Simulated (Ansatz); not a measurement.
# SnO: the cost of one run

Computed with Ansatz 0.2.0 (DFT PBE, scalar-relativistic, plane waves, PAW, unless a step's input says otherwise).

2 further runs of the same task are left out: 1 that didn't finish, 1 set aside as unsound or not needed.

## 1. The starting structure

The structure is hexagonal, space group P6_3mc (No. 186). The conventional cell has a = 3.167 Å, b = 3.167 Å, c = 5.289 Å, α = 90.00°, β = 90.00°, γ = 120.00°. Co (site symmetry 3m) has 4 O at 1.91 to 1.97 Å as nearest neighbours. Around O (site symmetry 3m) lie 4 Co at 1.91 to 1.97 Å.

As a file:

```
CELL_PARAMETERS angstrom
3.16739 0.00000 0.00000
-1.58369 2.74304 0.00000
0.00000 0.00000 5.28850
ATOMIC_POSITIONS crystal
Co 0.00000 0.00000 0.00714
Co 0.33333 0.66667 0.50714
O 0.00000 0.00000 0.36786
O 0.33333 0.66667 0.86786
```

It goes back to an entry of the Materials Project, which need not be the stable form.

It is the result of an earlier relaxation at this level (volume 11.49 Å³/atom; gap on the mesh: 0.15 eV, site moments up to 2.1 μB).

## 2. Co → Sn: the starting cell

SnO starts from the relaxed positions of CoO, with all lengths scaled by 1.043, a guess from tabulated radii.

## 3. Probe: one point at the start (SnO)

File input.yaml:

```yaml
crystal:
  lattice:
    - [3.3027895072, 0.0, 0.0]
    - [-1.6513947536, 2.8602996166, 0.0]
    - [0.0, 0.0, 5.5145811002]
  atoms:
    - { symbol: Sn, position: [0.0, 0.0, 0.0071360785] }
    - { symbol: Sn, position: [0.3333333333, 0.6666666667, 0.5071361004] }
    - { symbol: O, position: [0.0, 0.0, 0.3678643005] }
    - { symbol: O, position: [0.3333333333, 0.6666666667, 0.8678645207] }
basis:
  ecutwfc: 420
kpoints:
  mp_grid: { grid: [6, 6, 4] }
hamiltonian:
  xc: pbe
scf:
  occupations: { method: gaussian, width: 0.1 }
output:
  forces: true
  stress: true
  eigenvalues: true
```

Command:

```console
$ ansatz run input.yaml --threads 1 --pin off --max-ram 2560MiB --backend cpu --events-out ev --progress --plain --runs-dir out
```

**Question.** How long does this run take on 1 thread of Arm Neoverse V2, shared host, and how much memory does it need?

About 2.2 s, with a peak of 0.31 GiB.
